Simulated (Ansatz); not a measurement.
**Eu (P6_3/mmc): which magnetic order lies lowest**

Aim: at the geometry relaxed with parallel moments, start Eu (P6_3/mmc) in several magnetic orders and compare their energies. Whether the element takes this structure at low temperature is a separate question.

Program: Ansatz 0.2.0. Level of theory: DFT PBE, scalar-relativistic, plane waves, PAW. These are calculated values, not measurements.

## (1) Starting point

It takes space group P6_3/mmc (No. 194, hexagonal). Conventional cell: a = 3.924 Å, b = 3.924 Å, c = 6.292 Å, α = 90.00°, β = 90.00°, γ = 120.00°. Eu (site symmetry -6m2) has 12 Eu at 3.88 to 3.92 Å as nearest neighbours.

As a file:

```xyz
2
Lattice="3.9244 0.0000 0.0000 -1.9622 3.3987 0.0000 0.0000 0.0000 6.2919" Properties=species:S:1:pos:R:3 pbc="T T T"
Eu    0.0000    2.2658    1.5730
Eu    1.9622    1.1329    4.7189
```

This cell comes from an earlier session at PBE: 41.960 Å³/atom at 0.01 GPa, on a 14×14×8 mesh.

## (2) Antiferromagnetic, in the cell as typed

Contents of input.yaml:

```yaml
crystal:
  lattice:
    - [3.9244366739, -2.9e-09, 0.0]
    - [-1.9622183345, 3.3986618566, 0.0]
    - [0.0, 0.0, 6.2919045055]
  atoms:
    - { symbol: Eu, position: [0.3333333333, 0.6666666667, 0.25], spin: 7.0 }
    - { symbol: Eu, position: [0.6666666667, 0.3333333333, 0.75], spin: -7.0 }
basis:
  ecutwfc: 420
  ecutrho_ratio: 4
kpoints:
  mp_grid: { grid: [14, 14, 8] }
hamiltonian:
  xc: pbe
scf:
  occupations: { method: gaussian, width: 0.05 }
  lower_state_search: "off"
output:
  forces: true
  stress: true
  eigenvalues: true
  populations: true
magnetization:
  spin_polarized: true
```

Run with:

```bash
> ansatz run input.yaml --threads 2 --pin off --max-ram 5120MiB --backend cpu --events-out ev --progress --plain --runs-dir out
```

## (3) Ferromagnetic, larger cell

Contents of input.yaml:

```yaml
crystal:
  lattice:
    - [3.9244366739, -2.9e-09, 0.0]
    - [-1.9622183345, 3.3986618566, 0.0]
    - [0.0, 0.0, 12.583809011]
  atoms:
    - { symbol: Eu, position: [0.3333333333, 0.6666666667, 0.125], spin: 7.0 }
    - { symbol: Eu, position: [0.6666666667, 0.3333333333, 0.375], spin: 7.0 }
    - { symbol: Eu, position: [0.3333333333, 0.6666666667, 0.625], spin: 7.0 }
    - { symbol: Eu, position: [0.6666666667, 0.3333333333, 0.875], spin: 7.0 }
basis:
  ecutwfc: 420
  ecutrho_ratio: 4
kpoints:
  mp_grid: { grid: [10, 10, 4] }
hamiltonian:
  xc: pbe
scf:
  occupations: { method: gaussian, width: 0.05 }
  lower_state_search: "off"
output:
  forces: true
  stress: true
  eigenvalues: true
  populations: true
magnetization:
  spin_polarized: true
```

## (4) Antiferromagnetic, propagation vector (0, 0, 1/2)

Changes to input.yaml since step 3:

```diff
@@ -8,4 +8,4 @@
     - { symbol: Eu, position: [0.6666666667, 0.3333333333, 0.375], spin: 7.0 }
-    - { symbol: Eu, position: [0.3333333333, 0.6666666667, 0.625], spin: 7.0 }
-    - { symbol: Eu, position: [0.6666666667, 0.3333333333, 0.875], spin: 7.0 }
+    - { symbol: Eu, position: [0.3333333333, 0.6666666667, 0.625], spin: -7.0 }
+    - { symbol: Eu, position: [0.6666666667, 0.3333333333, 0.875], spin: -7.0 }
 basis:
```

## (5) Ferromagnetic, larger cell

Contents of input.yaml:

```yaml
crystal:
  lattice:
    - [-3.9244366739, 2.9e-09, 0.0]
    - [0.0, 0.0, -6.2919045055]
    - [-5.0e-09, -6.7973237103, 0.0]
  atoms:
    - { symbol: Eu, position: [0.0, -0.25, -0.3333333333], spin: 7.0 }
    - { symbol: Eu, position: [-0.5, -0.75, -0.1666666667], spin: 7.0 }
    - { symbol: Eu, position: [0.5, -0.25, 0.1666666667], spin: 7.0 }
    - { symbol: Eu, position: [0.0, -0.75, 0.3333333333], spin: 7.0 }
basis:
  ecutwfc: 420
  ecutrho_ratio: 4
kpoints:
  mp_grid: { grid: [10, 6, 6] }
hamiltonian:
  xc: pbe
scf:
  occupations: { method: gaussian, width: 0.05 }
  lower_state_search: "off"
output:
  forces: true
  stress: true
  eigenvalues: true
  populations: true
magnetization:
  spin_polarized: true
```

## (6) Antiferromagnetic, propagation vector (0, 1/2, 0)

Changes to input.yaml since step 5:

```diff
@@ -7,4 +7,4 @@
     - { symbol: Eu, position: [0.0, -0.25, -0.3333333333], spin: 7.0 }
-    - { symbol: Eu, position: [-0.5, -0.75, -0.1666666667], spin: 7.0 }
-    - { symbol: Eu, position: [0.5, -0.25, 0.1666666667], spin: 7.0 }
+    - { symbol: Eu, position: [-0.5, -0.75, -0.1666666667], spin: -7.0 }
+    - { symbol: Eu, position: [0.5, -0.25, 0.1666666667], spin: -7.0 }
     - { symbol: Eu, position: [0.0, -0.75, 0.3333333333], spin: 7.0 }
```

## (7) No spin polarisation

Contents of input.yaml:

```yaml
crystal:
  lattice:
    - [3.9244366739, -2.9e-09, 0.0]
    - [-1.9622183345, 3.3986618566, 0.0]
    - [0.0, 0.0, 6.2919045055]
  atoms:
    - { symbol: Eu, position: [0.3333333333, 0.6666666667, 0.25] }
    - { symbol: Eu, position: [0.6666666667, 0.3333333333, 0.75] }
basis:
  ecutwfc: 420
  ecutrho_ratio: 4
kpoints:
  mp_grid: { grid: [14, 14, 8] }
hamiltonian:
  xc: pbe
scf:
  occupations: { method: gaussian, width: 0.05 }
output:
  forces: true
  stress: true
  eigenvalues: true
```

(Steps that only read results are left out.)

What does the calculation give? Wanted: orders tried; lowest; next above it.

As calculated:

| quantity | value |
| --- | --- |
| orders tried | 5 |
| lowest | ferromagnetic |
| largest moment there | 7.18 μB |
| next above it | antiferromagnetic, propagation vector (0, 0, 1/2), 13.3 meV/atom |

Of the orders that kept their pattern, the lowest is: ferromagnetic. The next lies 13.3 meV/atom higher. Under stress at this geometry, and so lower once relaxed: no spin polarisation (-3.9 GPa). Only these orders were tried, at zero temperature; the one found in experiment may not be among them. No U acts on the 4f shell, so its levels can lie too near the Fermi level. Spin–orbit coupling is left out, though the cell holds Eu; it splits the 4f levels.
